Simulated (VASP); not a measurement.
Wanted: an ASE script for a VASP 6.6.1 run.

```
Task                   : single point
Functional             : PBE
Potentials or basis    : VASP PAW PBE potentials, release 64 (I, Na_pv)
Cutoff                 : 520 eV
k mesh                 : 7 × 7 × 7
Occupations            : gaussian, width 0.1 eV
Spin                   : no spin polarisation
Further INCAR settings : ALGO = Fast; EDIFF = 1.00e-06; NBANDS = 14
```

The structure of NaI lies in NaI.cif:

```cif
data_NaI
_cell_length_a 6.47280000
_cell_length_b 6.47280000
_cell_length_c 6.47280000
_cell_angle_alpha 90.00000000
_cell_angle_beta 90.00000000
_cell_angle_gamma 90.00000000
_space_group_name_H-M_alt 'Fm-3m'
_space_group_name_Hall '-F 4 2 3'
_space_group_IT_number 225
loop_
_space_group_symop_operation_xyz
'x,y,z'
'-x,-y,-z'
'-y,x,z'
'y,-x,-z'
'-x,-y,z'
'x,y,-z'
'y,-x,z'
'-y,x,-z'
'x,-y,-z'
'-x,y,z'
'-y,-x,-z'
'y,x,z'
'-x,y,-z'
'x,-y,z'
'y,x,-z'
'-y,-x,z'
'z,x,y'
'-z,-x,-y'
'z,-y,x'
'-z,y,-x'
'z,-x,-y'
'-z,x,y'
'z,y,-x'
'-z,-y,x'
'-z,x,-y'
'z,-x,y'
'-z,-y,-x'
'z,y,x'
'-z,-x,y'
'z,x,-y'
'-z,y,x'
'z,-y,-x'
'y,z,x'
'-y,-z,-x'
'x,z,-y'
'-x,-z,y'
'-y,z,-x'
'y,-z,x'
'-x,z,y'
'x,-z,-y'
'-y,-z,x'
'y,z,-x'
'-x,-z,-y'
'x,z,y'
'y,-z,-x'
'-y,z,x'
'x,-z,y'
'-x,z,-y'
'x,y+1/2,z+1/2'
'-x,-y+1/2,-z+1/2'
'-y,x+1/2,z+1/2'
'y,-x+1/2,-z+1/2'
'-x,-y+1/2,z+1/2'
'x,y+1/2,-z+1/2'
'y,-x+1/2,z+1/2'
'-y,x+1/2,-z+1/2'
'x,-y+1/2,-z+1/2'
'-x,y+1/2,z+1/2'
'-y,-x+1/2,-z+1/2'
'y,x+1/2,z+1/2'
'-x,y+1/2,-z+1/2'
'x,-y+1/2,z+1/2'
'y,x+1/2,-z+1/2'
'-y,-x+1/2,z+1/2'
'z,x+1/2,y+1/2'
'-z,-x+1/2,-y+1/2'
'z,-y+1/2,x+1/2'
'-z,y+1/2,-x+1/2'
'z,-x+1/2,-y+1/2'
'-z,x+1/2,y+1/2'
'z,y+1/2,-x+1/2'
'-z,-y+1/2,x+1/2'
'-z,x+1/2,-y+1/2'
'z,-x+1/2,y+1/2'
'-z,-y+1/2,-x+1/2'
'z,y+1/2,x+1/2'
'-z,-x+1/2,y+1/2'
'z,x+1/2,-y+1/2'
'-z,y+1/2,x+1/2'
'z,-y+1/2,-x+1/2'
'y,z+1/2,x+1/2'
'-y,-z+1/2,-x+1/2'
'x,z+1/2,-y+1/2'
'-x,-z+1/2,y+1/2'
'-y,z+1/2,-x+1/2'
'y,-z+1/2,x+1/2'
'-x,z+1/2,y+1/2'
'x,-z+1/2,-y+1/2'
'-y,-z+1/2,x+1/2'
'y,z+1/2,-x+1/2'
'-x,-z+1/2,-y+1/2'
'x,z+1/2,y+1/2'
'y,-z+1/2,-x+1/2'
'-y,z+1/2,x+1/2'
'x,-z+1/2,y+1/2'
'-x,z+1/2,-y+1/2'
'x+1/2,y,z+1/2'
'-x+1/2,-y,-z+1/2'
'-y+1/2,x,z+1/2'
'y+1/2,-x,-z+1/2'
'-x+1/2,-y,z+1/2'
'x+1/2,y,-z+1/2'
'y+1/2,-x,z+1/2'
'-y+1/2,x,-z+1/2'
'x+1/2,-y,-z+1/2'
'-x+1/2,y,z+1/2'
'-y+1/2,-x,-z+1/2'
'y+1/2,x,z+1/2'
'-x+1/2,y,-z+1/2'
'x+1/2,-y,z+1/2'
'y+1/2,x,-z+1/2'
'-y+1/2,-x,z+1/2'
'z+1/2,x,y+1/2'
'-z+1/2,-x,-y+1/2'
'z+1/2,-y,x+1/2'
'-z+1/2,y,-x+1/2'
'z+1/2,-x,-y+1/2'
'-z+1/2,x,y+1/2'
'z+1/2,y,-x+1/2'
'-z+1/2,-y,x+1/2'
'-z+1/2,x,-y+1/2'
'z+1/2,-x,y+1/2'
'-z+1/2,-y,-x+1/2'
'z+1/2,y,x+1/2'
'-z+1/2,-x,y+1/2'
'z+1/2,x,-y+1/2'
'-z+1/2,y,x+1/2'
'z+1/2,-y,-x+1/2'
'y+1/2,z,x+1/2'
'-y+1/2,-z,-x+1/2'
'x+1/2,z,-y+1/2'
'-x+1/2,-z,y+1/2'
'-y+1/2,z,-x+1/2'
'y+1/2,-z,x+1/2'
'-x+1/2,z,y+1/2'
'x+1/2,-z,-y+1/2'
'-y+1/2,-z,x+1/2'
'y+1/2,z,-x+1/2'
'-x+1/2,-z,-y+1/2'
'x+1/2,z,y+1/2'
'y+1/2,-z,-x+1/2'
'-y+1/2,z,x+1/2'
'x+1/2,-z,y+1/2'
'-x+1/2,z,-y+1/2'
'x+1/2,y+1/2,z'
'-x+1/2,-y+1/2,-z'
'-y+1/2,x+1/2,z'
'y+1/2,-x+1/2,-z'
'-x+1/2,-y+1/2,z'
'x+1/2,y+1/2,-z'
'y+1/2,-x+1/2,z'
'-y+1/2,x+1/2,-z'
'x+1/2,-y+1/2,-z'
'-x+1/2,y+1/2,z'
'-y+1/2,-x+1/2,-z'
'y+1/2,x+1/2,z'
'-x+1/2,y+1/2,-z'
'x+1/2,-y+1/2,z'
'y+1/2,x+1/2,-z'
'-y+1/2,-x+1/2,z'
'z+1/2,x+1/2,y'
'-z+1/2,-x+1/2,-y'
'z+1/2,-y+1/2,x'
'-z+1/2,y+1/2,-x'
'z+1/2,-x+1/2,-y'
'-z+1/2,x+1/2,y'
'z+1/2,y+1/2,-x'
'-z+1/2,-y+1/2,x'
'-z+1/2,x+1/2,-y'
'z+1/2,-x+1/2,y'
'-z+1/2,-y+1/2,-x'
'z+1/2,y+1/2,x'
'-z+1/2,-x+1/2,y'
'z+1/2,x+1/2,-y'
'-z+1/2,y+1/2,x'
'z+1/2,-y+1/2,-x'
'y+1/2,z+1/2,x'
'-y+1/2,-z+1/2,-x'
'x+1/2,z+1/2,-y'
'-x+1/2,-z+1/2,y'
'-y+1/2,z+1/2,-x'
'y+1/2,-z+1/2,x'
'-x+1/2,z+1/2,y'
'x+1/2,-z+1/2,-y'
'-y+1/2,-z+1/2,x'
'y+1/2,z+1/2,-x'
'-x+1/2,-z+1/2,-y'
'x+1/2,z+1/2,y'
'y+1/2,-z+1/2,-x'
'-y+1/2,z+1/2,x'
'x+1/2,-z+1/2,y'
'-x+1/2,z+1/2,-y'
loop_
_atom_site_label
_atom_site_type_symbol
_atom_site_symmetry_multiplicity
_atom_site_Wyckoff_symbol
_atom_site_fract_x
_atom_site_fract_y
_atom_site_fract_z
_atom_site_occupancy
I1 I 4 b 0.5000000000 0.0000000000 0.0000000000 1
Na1 Na 4 a 0.0000000000 0.0000000000 0.0000000000 1
```

One way to write it, as run:

run.py

```python
from ase.calculators.vasp import Vasp
from ase.dft.bandgap import bandgap
from ase.io import read

atoms = read('NaI.cif', primitive_cell=True, subtrans_included=False)
calc = Vasp(
    directory='calc',
    xc='pbe',
    pp='PBE',
    setups='recommended',
    prec='Accurate',
    encut=520,
    ediff=1e-06,
    ismear=0,
    sigma=0.1,
    lreal=False,
    lasph=True,
    nelm=100,
    algo='Fast',
    isif=2,
    lwave=False,
    lcharg=True,
    lelf=True,
    lvhar=True,
    kpts=[7, 7, 7],
    gamma=True,
    nbands=14,
)
atoms.calc = calc

print('energy (eV):', atoms.get_potential_energy())
print('free energy (eV):', atoms.get_potential_energy(force_consistent=True))
print('forces (eV/A):')
print(atoms.get_forces())
print('stress (eV/A^3, Voigt):', atoms.get_stress())
print('Fermi level (eV):', calc.get_fermi_level())
gap, top, bottom = bandgap(calc)
print('band gap (eV):', gap, 'from (spin, k, band)', top, 'to', bottom)
```

Potentials or basis: VASP PAW PBE potentials, release 64 (I, Na_pv).

The run is started by

```bash
$ python run.py
```

It gave:

```yaml
Pressure: 0.4 GPa
Band_gap_on_the_k_mesh: 3.64 eV, direct
```

Caveat: spin-orbit coupling is left out, which moves the levels of the heavy elements.

It took 24 s on 1 thread of Intel(R) Xeon(R) Platinum 8488C (Sapphire Rapids), on a shared host, peak memory 0.2 GiB.
